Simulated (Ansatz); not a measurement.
# SiC: the cost of one run

Computed with Ansatz 0.2.0 (DFT PBE, scalar-relativistic, plane waves, PAW, unless a step's input says otherwise).

1 further run of the same task is left out (set aside as unsound or not needed).

## Step 1: Starting point

Symmetry: P6_3mc, No. 186, hexagonal system. The conventional cell has a = 3.092 Å, b = 3.092 Å, c = 5.074 Å, α = 90.00°, β = 90.00°, γ = 120.00°. Si (site symmetry 3m) has 4 C at 1.89 to 1.91 Å as nearest neighbours. C (site symmetry 3m) is surrounded by 4 Si at 1.89 to 1.91 Å.

Structure file:

```
CELL_PARAMETERS angstrom
3.09194 0.00000 0.00000
-1.54597 2.67770 0.00000
0.00000 0.00000 5.07429
ATOMIC_POSITIONS crystal
Si 0.00000 0.00000 0.99958
C 0.00000 0.00000 0.37542
Si 0.33333 0.66667 0.49958
C 0.33333 0.66667 0.87542
```

The cell was made up by rule, so the compound may not exist in this form.

This cell was relaxed beforehand with the same method: volume 10.50 Å³/atom, gap on the mesh 2.31 eV.

## Step 2: Next: the stacking ABCACAB (hkkhhkh)

Close-packed layers are stacked in the order given (tetrahedral net, a letter for each double layer) and fully relaxed; h and k in a name mark layers with hexagonal and cubic surroundings. Energies count from the base stacking, -443.5773 eV an atom.

The cell holds 7 Si, 7 C: a = 3.092 Å, b = 3.092 Å, c = 17.760 Å, α = 90.00°, β = 90.00°, γ = 120.00°.

## Step 3: Relaxation

File input.yaml:

```yaml
crystal:
  lattice:
    - [3.0919380072, 0.0, 0.0]
    - [-1.5459690036, 2.6776968612, 0.0]
    - [0.0, 0.0, 17.7600156748]
  atoms:
    - { symbol: Si, position: [0.0, 0.0, 0.0] }
    - { symbol: C, position: [0.0, 0.0, 0.1071428571] }
    - { symbol: Si, position: [0.3333333333, 0.6666666667, 0.1428571429] }
    - { symbol: C, position: [0.3333333333, 0.6666666667, 0.25] }
    - { symbol: Si, position: [0.6666666667, 0.3333333333, 0.2857142857] }
    - { symbol: C, position: [0.6666666667, 0.3333333333, 0.3928571429] }
    - { symbol: Si, position: [0.0, 0.0, 0.4285714286] }
    - { symbol: C, position: [0.0, 0.0, 0.5357142857] }
    - { symbol: Si, position: [0.6666666667, 0.3333333333, 0.5714285714] }
    - { symbol: C, position: [0.6666666667, 0.3333333333, 0.6785714286] }
    - { symbol: Si, position: [0.0, 0.0, 0.7142857143] }
    - { symbol: C, position: [0.0, 0.0, 0.8214285714] }
    - { symbol: Si, position: [0.3333333333, 0.6666666667, 0.8571428571] }
    - { symbol: C, position: [0.3333333333, 0.6666666667, 0.9642857143] }
basis:
  ecutwfc: 420
kpoints:
  mp_grid: { grid: [12, 12, 2] }
hamiltonian:
  xc: pbe
scf:
  occupations: { method: gaussian, width: 0.02 }
output:
  forces: true
  stress: true
  eigenvalues: true
  populations: true
relax:
  adjacent_minimum: "off"
  f_tol: 0.01
  max_steps: 45
  cell: { stress_tol: 0.05 }
```

Launch:

```console
$ ansatz run input.yaml --threads 1 --pin off --max-ram 2560MiB --backend cpu --events-out ev --progress --plain --runs-dir out
```

Q: Estimate wall time and peak memory on 1 thread of AMD EPYC (Zen 3), shared host.

About 4.4 min, with a peak of 0.51 GiB.
